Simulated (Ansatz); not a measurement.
## LaAlO3 under a change: pressure 4.2 GPa

Take LaAlO$_{3}$ (space group R-3c, No. 167; a = 5.3681 Å, c = 13.1098 Å (hexagonal axes)) as the base.

The change: a hydrostatic pressure of 4.2 GPa.

Level of theory: plane-wave PAW DFT at the r2SCAN level (Ansatz, a program for electronic structure, 500 eV), no SOC. Settings: 8×8×8 k-points, 0.05 eV Fermi–Dirac smearing.

* **Volume per atom**: 10.69 Å³ (base 10.91 Å³)
* **Lattice parameter a**: 5.331 Å (base 5.368 Å)
* **c/a ratio**: 2.444 (base 2.442)
* **Shortest interatomic distance**: 1.888 Å (base 1.903 Å)
* **Enthalpy H = E + PV relative to the base's energy**: +0.28 eV/atom
* **Band gap**: 4.35 eV (base 4.39 eV)
* **Gap character**: indirect, F → Γ (base indirect, F → Γ)
* **Mean gap deformation potential ΔEg/Δln V**: +1.6 eV
* **Width of the top valence band**: 0.54 eV (base 0.52 eV)

Final structure:

```xyz
10
Lattice="2.6656 1.5390 4.3423 -2.6656 1.5390 4.3423 0.0000 -3.0780 4.3423" Properties=species:S:1:pos:R:3 pbc="T T T"
La     0.0000     0.0000     3.2567
La     0.0000     0.0000     9.7702
Al     0.0000     0.0000     0.0000
Al     0.0000     0.0000     6.5135
O      0.1375     1.5390     7.5990
O     -1.4016    -0.6504     7.5990
O      1.2641    -0.8886     7.5990
O     -0.1375    -1.5390     5.4279
O      1.4016     0.6504     5.4279
O     -1.2641     0.8886     5.4279
```

Load acts through the strain it causes; cell and atoms are relaxed under it. No phonon test of stability was made.
